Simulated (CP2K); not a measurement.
Crystal: TaN.

```
Ta N
1.0
     3.12728    0.00000    0.00000
     1.56364    2.70831    0.00000
     1.56364    0.90277    2.55342
Ta N
1 1
Direct
  0.50000 0.50000 0.50000
  0.00000 0.00000 0.00000
```

The cell comes from a database or a generator and needn't be the stable form of this composition.

Base run:

```yaml
Program: CP2K 2026.2
Functional: PBE
Potentials_or_basis: POTENTIAL_UZH Ta GTH-PBE-q13, N GTH-PBE-q5; TZVP-MOLOPT-PBE-GTH basis
Density_cutoff: 6123 eV
k_mesh: 10 × 10 × 10
Occupations: fermi-dirac, width 0.05 eV
Spin: no spin polarisation
```

Its results: band gap on the k mesh none (metal or under the smearing width); pressure -5.8 GPa.

Q: After a change of settings the same cell gave: band gap on the k mesh none (metal or under the smearing width); pressure -13.2 GPa. Which change was it?
A. eps_default from 1.0E-10 to 1.0E-9; ngrids from 4 to 5; potential files from those of the base run to others of the same set
B. functional from PBE to PBEsol
C. eps_default from 1.0E-10 to 1.0E-9; ngrids from 4 to 5

A: B.

PBEsol binds more tightly than PBE, so the same cell stands under less pressure.

Caveats: the basis of atomic orbitals isn't converged, which shifts pressures, moduli and gaps; the potentials were made for another functional, which shifts forces and pressure (some runs).

Not every run made on this cell is shown here.
